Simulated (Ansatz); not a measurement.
## SnO (Pmn2_1) under several functionals

Plane-wave DFT in Ansatz with scalar-relativistic PAW potentials. The same structure was relaxed (cell and atoms, symmetry kept) in separate runs at each level. This form isn't the usual stable structure of the compound. No spin polarisation.

| level | cutoff (eV) | k mesh | V (Å³/atom) | a (Å) | b (Å) | c (Å) | gap (eV) | B0 (GPa) |
| --- | --- | --- | --- | --- | --- | --- | --- | --- |
| PBEsol+D3(BJ) | 420 | 8×6×8 | 16.761 | 3.300 | 5.598 | 3.630 | 1.00 | 30 |
| LDA | 420 | 8×6×6 | 17.331 | 3.292 | 5.676 | 3.710 | 1.19 | – |
| PBEsol | 420 | 8×6×8 | 18.415 | 3.316 | 5.705 | 3.894 | 1.23 | 15 |

Task: Where does PBE+D3(BJ) (420 eV, k mesh 8×6×6) fall?

Result: V (Å³/atom) 18.734, a (Å) 3.346, b (Å) 5.712, c (Å) 3.921, gap (eV) 1.30, B0 (GPa) 16. Its volume is the largest of the set. The usual order of volumes, LDA < PBEsol, holds here (17.331, 18.415 Å³/atom). As a rule LDA overbinds; PBEsol, built on the gradient expansion of slowly varying densities, lies between LDA and PBE. B0 goes from 29.8 to 15.7 GPa as the volume grows by 11.8 %; on one curve with B' = 10.2 the volume alone, B ∝ V^(−B'), would give 9.6 GPa, and the rest of the difference is the functional's own stiffness. Each gap belongs to its own cell, so it mixes the functional's effect with that of the volume; gaps are the least found on the k mesh or on a band path.